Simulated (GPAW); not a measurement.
# PbS (Pm-3m) in GPAW: notebook

The runs below take PbS through hybrid scf, with r2SCAN0, r2SCAN50.

Program: GPAW 26.7.0. These are calculated values, not measurements. Logs are shortened: lines on timing, memory, paths and dates and some standing lists are left out, and cuts for length are marked. The log counts tension as positive stress, the text compression.

## Step 1: The structure

The structure is cubic, space group Pm-3m (No. 221). The conventional cell has a = 3.654 Å, b = 3.654 Å, c = 3.654 Å, α = 90.00°, β = 90.00°, γ = 90.00°. Pb (site symmetry m-3m) is surrounded by 8 S at 3.16 Å. Around S (site symmetry m-3m) lie 8 Pb at 3.16 Å.

Measurements of this composition are mostly on another form, of space group No. 225.

## Step 2: Hybrid scf, r2SCAN0

run.py reads:

```python
import numpy as np
from ase.dft.bandgap import bandgap
from ase.io import read, write
from gpaw import GPAW, PW
from gpaw.xc import parametrizedxc

class ScaledMGGA(parametrizedxc.ParametrizedKernel):
    """Weighted sum of Libxc meta-GGA parts, named like '0.75_MGGA_X_..+1.0_MGGA_C_..'."""
    def __init__(self, name):
        super().__init__(name)
        self.type = 'MGGA'

    def calculate(self, e_g, n_sg, dedn_sg, sigma_xg, dedsigma_xg, tau_sg, dedtau_sg):
        e_g[:] = dedsigma_xg[:] = dedtau_sg[:] = 0.0
        for kernel, c in zip(self.kernels, self.coefs):
            e, v, s, t = [np.zeros_like(x) for x in [e_g, dedn_sg, dedsigma_xg, dedtau_sg]]
            kernel.calculate(e, n_sg, v, sigma_xg, s, tau_sg, t)
            e_g += c * e
            dedn_sg += c * v
            dedsigma_xg += c * s
            dedtau_sg += c * t

parametrizedxc.ParametrizedKernel = ScaledMGGA

atoms = read('PbS.cif')

calc = GPAW(mode=PW(450),
            xc={'name': '0.750_MGGA_X_R2SCAN+1.0_MGGA_C_R2SCAN', 'fraction': 0.25, 'omega': 0.0, 'backend': 'pw'},
            kpts={'size': (2, 2, 2), 'gamma': True},
            occupations={'name': 'fermi-dirac', 'width': 0.05},
            nbands=19,
            convergence={'density': 0.0001},
            symmetry={'point_group': False},
            maxiter=40,
            txt='gpaw.txt')
atoms.calc = calc
energy = atoms.get_potential_energy()
calc.write('gs.gpw')
write('result.traj', atoms)
print(f'Energy: {energy:.6f} eV')
print('Fermi level:', round(calc.get_fermi_level(), 4), 'eV')
print(f'Gap: {bandgap(calc)[0]:.4f} eV, direct: {bandgap(calc, direct=True)[0]:.4f} eV')
```

PbS.cif reads:

```cif
data_PbS
_cell_length_a 3.65365900
_cell_length_b 3.65365900
_cell_length_c 3.65365900
_cell_angle_alpha 90.00000000
_cell_angle_beta 90.00000000
_cell_angle_gamma 90.00000000
_space_group_name_H-M_alt 'Pm-3m'
_space_group_name_Hall '-P 4 2 3'
_space_group_IT_number 221
loop_
_space_group_symop_operation_xyz
'x,y,z'
'-x,-y,-z'
'-y,x,z'
'y,-x,-z'
'-x,-y,z'
'x,y,-z'
'y,-x,z'
'-y,x,-z'
'x,-y,-z'
'-x,y,z'
'-y,-x,-z'
'y,x,z'
'-x,y,-z'
'x,-y,z'
'y,x,-z'
'-y,-x,z'
'z,x,y'
'-z,-x,-y'
'z,-y,x'
'-z,y,-x'
'z,-x,-y'
'-z,x,y'
'z,y,-x'
'-z,-y,x'
'-z,x,-y'
'z,-x,y'
'-z,-y,-x'
'z,y,x'
'-z,-x,y'
'z,x,-y'
'-z,y,x'
'z,-y,-x'
'y,z,x'
'-y,-z,-x'
'x,z,-y'
'-x,-z,y'
'-y,z,-x'
'y,-z,x'
'-x,z,y'
'x,-z,-y'
'-y,-z,x'
'y,z,-x'
'-x,-z,-y'
'x,z,y'
'y,-z,-x'
'-y,z,x'
'x,-z,y'
'-x,z,-y'
loop_
_atom_site_label
_atom_site_type_symbol
_atom_site_symmetry_multiplicity
_atom_site_Wyckoff_symbol
_atom_site_fract_x
_atom_site_fract_y
_atom_site_fract_z
_atom_site_occupancy
Pb1 Pb 1 a 0.0000000000 0.0000000000 0.0000000000 1
S1 S 1 b 0.5000000000 0.5000000000 0.5000000000 1
```

Potentials or basis: GPAW PAW data sets (gpaw-data 1.2.1), pw.

Command:

```console
$ OMP_NUM_THREADS=1 python run.py
```

gpaw.txt:

```text
__  _  _
 | _ |_)|_||  |
 |__||  | ||/\| - 26.7.0

Input parameters:
  mode=PW(ecut=450.00000000000006),
  convergence={'density': 0.0001},
  kpts=MonkhorstPack(size=(2, 2, 2), gamma=True),
  maxiter=40,
  nbands=19,
  occupations=Occupations(name='fermi-dirac', width=0.05),
  symmetry=Symmetry(point_group=False),
  xc=XC(name='0.750_MGGA_X_R2SCAN+1.0_MGGA_C_R2SCAN', fraction=0.25, omega=0.0, backend='pw')

Diagonalizing LCAO Hamiltonian
Converting LCAO to pw mode
   .--------.
  /|        |
 * |        |
 | |   S    |
 | .--------.
 |/        /
 Pb-------*

Atoms  # Å, Bohr magnetons
|   | symbol |        x |        y |        z |    initial magnetic moments |
|---|--------|----------|----------|----------|-----------------------------|
| 0 |     Pb | 0.000000 | 0.000000 | 0.000000 | ( 0.0000,  0.0000,  0.0000) |
| 1 |      S | 1.826830 | 1.826830 | 1.826830 | ( 0.0000,  0.0000,  0.0000) |

Unit cell  # Å
| periodic |        x |        y |        z |  lengths |    angles |
|----------|----------|----------|----------|----------|-----------|
|      yes | 3.653659 | 0.000000 | 0.000000 | 3.653659 | 90.000000 |
|      yes | 0.000000 | 3.653659 | 0.000000 | 3.653659 | 90.000000 |
|      yes | 0.000000 | 0.000000 | 3.653659 | 3.653659 | 90.000000 |

Number of symmetries: 1
Symmetry operations  # r_c * U_cc + t_c -> r_c
|   | kind |            matrix            |
|---|------|------------------------------|
| 0 |  E   |  1, 0, 0,  0, 1, 0,  0, 0, 1 |

BZ-sampling:
  Number of BZ points: 8
  Number of IBZ points: 8

  Monkhorst-Pack size: [2, 2, 2]
  Monkhorst-Pack shift: [0.25, 0.25, 0.25]

K-points  # in reciprocal-cell coordinates
|   |                                coordinates |     weight |
|---|--------------------------------------------|------------|
| 0 | (  0.00000000,   0.00000000,   0.00000000) | 0.12500000 |
| 1 | (  0.00000000,   0.00000000,   0.50000000) | 0.12500000 |
| 2 | (  0.00000000,   0.50000000,   0.00000000) | 0.12500000 |
| 3 | (  0.00000000,   0.50000000,   0.50000000) | 0.12500000 |
| 4 | (  0.50000000,   0.00000000,   0.00000000) | 0.12500000 |
| 5 | (  0.50000000,   0.00000000,   0.50000000) | 0.12500000 |
| 6 | (  0.50000000,   0.50000000,   0.00000000) | 0.12500000 |
| 7 | (  0.50000000,   0.50000000,   0.50000000) | 0.12500000 |

Plane wave coefficients: 1064
Cutoff: 450.00000000000006 eV

Spin-components: 1 (collinear spins)
Bands:           19
Projectors:      11
Spin-degeneracy: 2
Datatype:        complex128

Parallelization:
  kpt:    1
  domain: 1
  band:   1

Density:
  Valence electrons: 20.0
  Components: 1
  Grid points: [18 18 18]
  Charge: 0.0  # |e|

Potential:
  Grid points: [18 18 18]

species:
  Pb:
    name:    Lead
    Z:       82.0
    valence: 14
    core:    68
    charge:  0.0  # [|e|]
    compensation charges:
      type: gauss
      rc: 0.38  # [Å]
      lmax: 2
    cutoffs:
      filter: 2.36  # [Å]
      core: 2.43  # [Å]
    projectors
    | kind |    occ | energy [eV] | rcut [Å] |
    |------|--------|-------------|----------|
    |   6s |  2.000 |     -11.969 |    1.259 |
    |   6p |  2.000 |      -3.506 |    1.275 |
    |   5d | 10.000 |     -21.211 |    1.217 |
    |    s |        |      15.243 |    1.259 |
    |    p |        |      23.705 |    1.275 |
    |    d |        |       6.001 |    1.217 |

    Using partial waves for Pb as LCAO basis

  S:
    name:    Sulfur
    Z:       16.0
    valence: 6
    core:    10
    charge:  0.0  # [|e|]
    compensation charges:
      type: gauss
      rc: 0.24  # [Å]
      lmax: 2
    cutoffs:
      filter: 1.77  # [Å]
      core: 1.66  # [Å]
    projectors
    | kind |    occ | energy [eV] | rcut [Å] |
    |------|--------|-------------|----------|
    |   3s |  2.000 |     -17.254 |    0.974 |
    |   3p |  4.000 |      -7.008 |    0.979 |
    |    s |        |       9.957 |    0.974 |
    |    p |        |      20.203 |    0.979 |
    |    d |        |       0.000 |    0.900 |

    Using partial waves for S as LCAO basis

Reference energy: -578132.083262  # eV

eigensolver:
  PPCG
  Converge bands: occupied
  niter=2

density mixing:
  MSR1-Mixer
  Pratt-step length: 0.05
  Maximum mixing coefficient: 0.75
  Old densities: 10
  SVD Regularization: 0.005
  Good broyden scale: 1.0
  Trust region scale: 1.0
  Backstep threshold: 4.0
  History deletion threshold: 6.0
  Fourier metric: weight=20.0, sigma=0.015

occupation numbers:
  Fermi-Dirac:
    width: 0.0500  # eV

poisson solver:
  ecut: 3600.0000000000005  # eV

xc functional:
  name: 0.750_MGGA_X_R2SCAN+1.0_MGGA_C_R2SCAN with 2 nearest neighbor stencil

convergence criteria:
- Maximum integral of absolute [dens]ity change: 0.0001 electrons / valence electron
- Maximum [total energy] change in last 3 cyles: 0.0005 eV / valence electron
- Maximum integral of absolute [eigenst]ate change: 4e-08 eV^2 / valence electron
maximum number of iterations: 40

IBZ(<points: 8, symmetries: 1>)
Occupied bands: 13
SCF iterations
|iter     | |      energy | eigst |  dens |
|---------|-|-------------|-------|-------|
|iter:   1| |-2776.968757 | +0.17 |       |
|iter:   2| |  -25.545500 | -0.63 | -0.75 |
|iter:   3| |  -25.350788 | -1.71 | -0.97 |
|iter:   4| |  -24.921281 | -1.60 | -1.10 |
|iter:   5| |  -24.865724 | -1.56 | -1.29 |
|iter:   6| |  -24.872926 | -3.03 | -1.49 |
|iter:   7| |  -24.874238c| -3.01 | -1.80 |
|iter:   8| |  -24.872367c| -4.07 | -2.52 |
|iter:   9| |  -24.872170c| -4.42 | -3.01 |
|iter:  10| |  -24.872040c| -5.45 | -2.98 |
|iter:  11| |  -24.872167c| -5.53 | -3.32 |
|iter:  12| |  -24.872197c| -6.98 | -4.21c|
|iter:  13| |  -24.872203c| -7.68c| -4.44c|

Converged in 13 steps
Energy contributions relative to reference atoms: (reference = -578132.083262)

Energy contributions:
  Kinetic:          33.115460
  Coulomb:         -29.065776
  Zero:             -0.358873
  External:          0.000000
  Xc:             2736.611542
  Entropy:          -0.003885
  Spinorbit:         0.000000
  Hybrid_Xc_Cc:     -2667.442501
  Hybrid_Xc_Vc:       -46.688508
  Hybrid_Xc_Vv:       -51.041604
  ----------------------------
  Free energy:     -24.874145
  Extrapolated:    -24.872203

dipole moment: (-15.327704, -15.327703, -15.327703)  # |e|*Ang

Fermi level: 6.269
Eigenvalues  # (at kpt = [0.000, 0.000, 0.000])
| band index |      eig [eV] | occ [0-2] |
|------------|---------------|-----------|
|          0 |       -13.830 |     2.000 |
|        ... |               |           |
|          2 |       -13.630 |     2.000 |
|          3 |       -13.630 |     2.000 |
|          4 |       -13.630 |     2.000 |
|          5 |        -8.749 |     2.000 |
|          6 |        -1.351 |     2.000 |
|          7 |         4.196 |     2.000 |
[... 9 lines left out ...]
|         17 |        21.050 |     0.000 |
|         18 |        21.079 |     0.000 |

Gap: 0.470 eV
Transition (v -> c):
  (s=0, k=1, n=9, [0.00, 0.00, 0.50]) -> (s=0, k=7, n=10, [0.50, 0.50, 0.50])
Direct/indirect transitions are different
Direct gap: 1.608 eV
Transition at: (s=0, k=4, n=9, [0.50, 0.00, 0.00])
# Writing to gs.gpw (mode='')
```

Run time: 5.8 min. Hardware: 1 thread of Arm Neoverse V1, shared host; peak memory 0.28 GiB.

The run converged, but some of its settings lie outside the range that counts as converged, so its numbers aren't taken as properties of the crystal.

Results:

| Item | Value |
| --- | --- |
| Free energy | -24.8741 eV |
| Band gap on the k mesh | 0.47 eV, indirect (least direct gap 1.61 eV) |

Caveat: the k mesh is coarse (spacing up to 0.86 Å⁻¹), so the values aren't converged, least of all with exact exchange; exact exchange converges slowly with the k mesh, and this mesh is small; the scaled meta-GGA exchange is a class typed in the script; spin-orbit coupling is left out, which as a rule narrows the gap of such compounds by several tenths of an eV.

## Step 3: Hybrid scf, r2SCAN50

run.py: that of step 2 with these lines changed.

```diff
@@ -30,3 +30,3 @@
 calc = GPAW(mode=PW(450),
-            xc={'name': '0.750_MGGA_X_R2SCAN+1.0_MGGA_C_R2SCAN', 'fraction': 0.25, 'omega': 0.0, 'backend': 'pw'},
+            xc={'name': '0.500_MGGA_X_R2SCAN+1.0_MGGA_C_R2SCAN', 'fraction': 0.5, 'omega': 0.0, 'backend': 'pw'},
             kpts={'size': (2, 2, 2), 'gamma': True},
```

PbS.cif is that of step 2.

Potentials or basis: GPAW PAW data sets (gpaw-data 1.2.1), pw.

Command:

```console
$ OMP_NUM_THREADS=1 python run.py
```

gpaw.txt:

```text
__  _  _
 | _ |_)|_||  |
 |__||  | ||/\| - 26.7.0

Input parameters:
  mode=PW(ecut=450.00000000000006),
  convergence={'density': 0.0001},
  kpts=MonkhorstPack(size=(2, 2, 2), gamma=True),
  maxiter=40,
  nbands=19,
  occupations=Occupations(name='fermi-dirac', width=0.05),
  symmetry=Symmetry(point_group=False),
  xc=XC(name='0.500_MGGA_X_R2SCAN+1.0_MGGA_C_R2SCAN', fraction=0.5, omega=0.0, backend='pw')

Diagonalizing LCAO Hamiltonian
Converting LCAO to pw mode
   .--------.
  /|        |
 * |        |
 | |   S    |
 | .--------.
 |/        /
 Pb-------*

Atoms  # Å, Bohr magnetons
|   | symbol |        x |        y |        z |    initial magnetic moments |
|---|--------|----------|----------|----------|-----------------------------|
| 0 |     Pb | 0.000000 | 0.000000 | 0.000000 | ( 0.0000,  0.0000,  0.0000) |
| 1 |      S | 1.826830 | 1.826830 | 1.826830 | ( 0.0000,  0.0000,  0.0000) |

Unit cell  # Å
| periodic |        x |        y |        z |  lengths |    angles |
|----------|----------|----------|----------|----------|-----------|
|      yes | 3.653659 | 0.000000 | 0.000000 | 3.653659 | 90.000000 |
|      yes | 0.000000 | 3.653659 | 0.000000 | 3.653659 | 90.000000 |
|      yes | 0.000000 | 0.000000 | 3.653659 | 3.653659 | 90.000000 |

Number of symmetries: 1
Symmetry operations  # r_c * U_cc + t_c -> r_c
|   | kind |            matrix            |
|---|------|------------------------------|
| 0 |  E   |  1, 0, 0,  0, 1, 0,  0, 0, 1 |

BZ-sampling:
  Number of BZ points: 8
  Number of IBZ points: 8

  Monkhorst-Pack size: [2, 2, 2]
  Monkhorst-Pack shift: [0.25, 0.25, 0.25]

K-points  # in reciprocal-cell coordinates
|   |                                coordinates |     weight |
|---|--------------------------------------------|------------|
| 0 | (  0.00000000,   0.00000000,   0.00000000) | 0.12500000 |
| 1 | (  0.00000000,   0.00000000,   0.50000000) | 0.12500000 |
| 2 | (  0.00000000,   0.50000000,   0.00000000) | 0.12500000 |
| 3 | (  0.00000000,   0.50000000,   0.50000000) | 0.12500000 |
| 4 | (  0.50000000,   0.00000000,   0.00000000) | 0.12500000 |
| 5 | (  0.50000000,   0.00000000,   0.50000000) | 0.12500000 |
| 6 | (  0.50000000,   0.50000000,   0.00000000) | 0.12500000 |
| 7 | (  0.50000000,   0.50000000,   0.50000000) | 0.12500000 |

Plane wave coefficients: 1064
Cutoff: 450.00000000000006 eV

Spin-components: 1 (collinear spins)
Bands:           19
Projectors:      11
Spin-degeneracy: 2
Datatype:        complex128

Parallelization:
  kpt:    1
  domain: 1
  band:   1

Density:
  Valence electrons: 20.0
  Components: 1
  Grid points: [18 18 18]
  Charge: 0.0  # |e|

Potential:
  Grid points: [18 18 18]

species:
  Pb:
    name:    Lead
    Z:       82.0
    valence: 14
    core:    68
    charge:  0.0  # [|e|]
    compensation charges:
      type: gauss
      rc: 0.38  # [Å]
      lmax: 2
    cutoffs:
      filter: 2.36  # [Å]
      core: 2.43  # [Å]
    projectors
    | kind |    occ | energy [eV] | rcut [Å] |
    |------|--------|-------------|----------|
    |   6s |  2.000 |     -11.969 |    1.259 |
    |   6p |  2.000 |      -3.506 |    1.275 |
    |   5d | 10.000 |     -21.211 |    1.217 |
    |    s |        |      15.243 |    1.259 |
    |    p |        |      23.705 |    1.275 |
    |    d |        |       6.001 |    1.217 |

    Using partial waves for Pb as LCAO basis

  S:
    name:    Sulfur
    Z:       16.0
    valence: 6
    core:    10
    charge:  0.0  # [|e|]
    compensation charges:
      type: gauss
      rc: 0.24  # [Å]
      lmax: 2
    cutoffs:
      filter: 1.77  # [Å]
      core: 1.66  # [Å]
    projectors
    | kind |    occ | energy [eV] | rcut [Å] |
    |------|--------|-------------|----------|
    |   3s |  2.000 |     -17.254 |    0.974 |
    |   3p |  4.000 |      -7.008 |    0.979 |
    |    s |        |       9.957 |    0.974 |
    |    p |        |      20.203 |    0.979 |
    |    d |        |       0.000 |    0.900 |

    Using partial waves for S as LCAO basis

Reference energy: -578132.083262  # eV

eigensolver:
  PPCG
  Converge bands: occupied
  niter=2

density mixing:
  MSR1-Mixer
  Pratt-step length: 0.05
  Maximum mixing coefficient: 0.75
  Old densities: 10
  SVD Regularization: 0.005
  Good broyden scale: 1.0
  Trust region scale: 1.0
  Backstep threshold: 4.0
  History deletion threshold: 6.0
  Fourier metric: weight=20.0, sigma=0.015

occupation numbers:
  Fermi-Dirac:
    width: 0.0500  # eV

poisson solver:
  ecut: 3600.0000000000005  # eV

xc functional:
  name: 0.500_MGGA_X_R2SCAN+1.0_MGGA_C_R2SCAN with 2 nearest neighbor stencil

convergence criteria:
- Maximum integral of absolute [dens]ity change: 0.0001 electrons / valence electron
- Maximum [total energy] change in last 3 cyles: 0.0005 eV / valence electron
- Maximum integral of absolute [eigenst]ate change: 4e-08 eV^2 / valence electron
maximum number of iterations: 40

IBZ(<points: 8, symmetries: 1>)
Occupied bands: 13
SCF iterations
|iter     | |      energy | eigst |  dens |
|---------|-|-------------|-------|-------|
|iter:   1| |-5550.964691 | +0.37 |       |
|iter:   2| |  -22.149477 | -0.48 | -0.63 |
|iter:   3| |  -22.684459 | -1.16 | -0.88 |
|iter:   4| |  -22.176212 | -1.59 | -1.04 |
|iter:   5| |  -22.193514 | -1.28 | -1.26 |
|iter:   6| |  -22.211906 | -3.03 | -1.42 |
|iter:   7| |  -22.189055 | -2.61 | -1.62 |
|iter:   8| |  -22.187036 | -3.86 | -2.14 |
|iter:   9| |  -22.183940c| -3.42 | -2.43 |
|iter:  10| |  -22.184604c| -4.81 | -2.45 |
|iter:  11| |  -22.183321c| -4.51 | -2.46 |
|iter:  12| |  -22.183625c| -5.07 | -2.69 |
|iter:  13| |  -22.183400c| -4.76 | -2.67 |
|iter:  14| |  -22.182892c| -4.30 | -2.80 |
|iter:  15| |  -22.183026c| -5.50 | -3.72 |
|iter:  16| |  -22.183015c| -7.21 | -3.48 |
|iter:  17| |  -22.183008c| -6.67 | -3.60 |
|iter:  18| |  -22.183005c| -6.83 | -3.77 |
|iter:  19| |  -22.183005c| -7.18 | -4.17c|
|iter:  20| |  -22.183006c| -8.28c| -4.90c|

Converged in 20 steps
Energy contributions relative to reference atoms: (reference = -578132.083262)

Energy contributions:
  Kinetic:          37.725820
  Coulomb:         -32.982836
  Zero:             -0.553578
  External:          0.000000
  Xc:             5504.316416
  Entropy:          -0.000000
  Spinorbit:         0.000000
  Hybrid_Xc_Cc:     -5334.885003
  Hybrid_Xc_Vc:       -93.537772
  Hybrid_Xc_Vv:      -102.266053
  ----------------------------
  Free energy:     -22.183006
  Extrapolated:    -22.183006

dipole moment: (-15.240178, -15.240178, -15.240178)  # |e|*Ang

Fermi level: 6.126
Eigenvalues  # (at kpt = [0.000, 0.000, 0.000])
| band index |      eig [eV] | occ [0-2] |
|------------|---------------|-----------|
|          0 |       -16.075 |     2.000 |
|        ... |               |           |
|          2 |       -15.888 |     2.000 |
|          3 |       -15.888 |     2.000 |
|          4 |       -15.888 |     2.000 |
|          5 |       -10.716 |     2.000 |
|          6 |        -2.435 |     2.000 |
|          7 |         3.163 |     2.000 |
|          8 |         3.163 |     2.000 |
|          9 |         3.163 |     2.000 |
|         10 |        13.830 |     0.000 |
|         11 |        13.830 |     0.000 |
|         12 |        15.182 |     0.000 |
|         13 |        15.182 |     0.000 |
|         14 |        15.182 |     0.000 |
|         15 |        21.952 |     0.000 |
|         16 |        22.128 |     0.000 |
|         17 |        22.128 |     0.000 |
|         18 |        22.128 |     0.000 |

Gap: 1.703 eV
Transition (v -> c):
  (s=0, k=1, n=9, [0.00, 0.00, 0.50]) -> (s=0, k=7, n=10, [0.50, 0.50, 0.50])
Direct/indirect transitions are different
Direct gap: 2.911 eV
Transition at: (s=0, k=4, n=9, [0.50, 0.00, 0.00])
# Writing to gs.gpw (mode='')
```

It took 7.6 min on 1 thread of Arm Neoverse V1, shared host; peak memory 0.28 GiB.

These settings aren't checked as converged: the numbers below hold their error.

What came out:

```yaml
Free_energy: -22.1830 eV
Band_gap_on_the_k_mesh: 1.70 eV, indirect (least direct gap 2.91 eV)
```

Caveat: the k mesh is coarse (spacing up to 0.86 Å⁻¹), so the values aren't converged, least of all with exact exchange; exact exchange converges slowly with the k mesh, and this mesh is small; the scaled meta-GGA exchange is a class typed in the script; spin-orbit coupling is left out, which as a rule narrows the gap of such compounds by several tenths of an eV.
